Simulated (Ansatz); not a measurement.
CuO:

```xyz
4
Lattice="2.3056 -1.7296 0.0728 2.3158 1.7435 0.0481 -0.7081 -0.0390 5.1291" Properties=species:S:1:pos:R:3 pbc="T T T"
Cu    1.1008    0.8093    0.3341
Cu    1.1067   -0.5643    2.4735
O     1.8111   -0.4788    1.4095
O     1.8512    0.1962    3.6580
```

Base run:

- Program: Ansatz 0.2.0
- Functional: PBE
- Potentials or basis: Ansatz PAW
- Cutoff: 500 eV
- Density cutoff: 2000 eV
- k mesh: 10 × 10 × 5
- Occupations: fermi-dirac, width 0.05 eV
- Spin: no spin polarisation

Its results: band gap on the k mesh none (metal or under the smearing width); pressure 96.8 GPa; largest force 41.826 eV/Å.

**Question.** The run is repeated on the same cell with these changes: potentials or basis from Ansatz PAW to JTH PAW; cutoff from 500 eV to 1380 eV (not typed: the program's choice for these potentials). What comes out?

**Answer.** Band gap on the k mesh none (metal or under the smearing width); pressure 97.7 GPa; largest force 41.793 eV/Å.

Caveats: a pressure of tens of GPa on the cell as given is suspect, and the run, the potentials or the cell itself is likely at fault; the run has no spin polarisation, though such a crystal can be magnetic; semilocal functionals often make such compounds metallic where correlation or magnetic order opens a gap, which also shifts bond lengths; forces of over 1 eV/Å show positions far from the minimum, so gaps and moduli don't describe the material at rest.
